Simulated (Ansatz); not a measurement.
BaS (CsCl type), relaxed with r2SCAN in Ansatz 0.2.0. Space group Pm-3m (No. 221), cubic; a = 3.834 Å in the conventional setting, 28.17 Å³ an atom. Around Ba lie 8 S at 3.32 Å; around S lie 8 Ba at 3.32 Å.

The axes x, y and z are those of this cell:
```
CELL_PARAMETERS angstrom
3.83376 0.00000 0.00000
0.00000 3.83376 0.00000
0.00000 0.00000 3.83376
ATOMIC_POSITIONS crystal
Ba 0.00000 0.00000 0.00000
S 0.50000 0.50000 0.50000
```

Unstrained: PBE gives an indirect gap of 1.564 eV, from M to Γ; the least direct gap is 1.638 eV at Γ. r2SCAN gives an indirect gap of 1.926 eV, from M to Γ; the least direct gap is 1.995 eV at Γ. The HSE06 gap is indirect, 2.453 eV (M to Γ), below the direct gap of 2.548 eV at Γ. Meshes: PBE 6×6×6, r2SCAN 6×6×6, HSE06 4×4×4. Strains are changes of length per length. After each strain the atoms were relaxed again with r2SCAN in this cell and within any symmetry left, so distortions that break it or need a larger cell weren't tested; points keep the names that they have in the unstrained zone. No spin polarisation. The prototype was imposed, so other structures may be more stable.

Problem. Estimate what isotropic -2.97 % on every length does to the gap.

Solution. PBE: the gap goes from 1.564 to 1.428 eV (-0.136 eV); it turns from indirect (M → Γ) to direct (Γ). r2SCAN: the gap goes from 1.926 to 1.792 eV (-0.135 eV); it turns from indirect (M → Γ) to direct (Γ). HSE06: the gap goes from 2.453 to 2.318 eV (-0.135 eV). The r2SCAN energy rises by 38.9 meV an atom.

Problem. Estimate what uniaxial +3.98 % along x, other directions held does to the gap.

Solution. PBE: the gap goes from 1.564 to 1.482 eV (-0.082 eV). r2SCAN: the gap goes from 1.926 to 1.837 eV (-0.089 eV). HSE06: the gap goes from 2.453 to 2.358 eV (-0.096 eV). The r2SCAN energy rises by 16.5 meV an atom.

Problem. Apply uniaxial +5.17 % along [111], other directions held. How far does the gap move, against the unstrained cell?

Solution. PBE: the gap goes from 1.564 to 1.641 eV (+0.077 eV). r2SCAN: the gap goes from 1.926 to 1.999 eV (+0.073 eV). HSE06: the gap goes from 2.453 to 2.529 eV (+0.075 eV). The r2SCAN energy rises by 11.7 meV an atom.

The runs are scalar-relativistic, without spin-orbit coupling.

The meshes of the hybrids are coarse, so their gaps aren't converged to the digits shown.
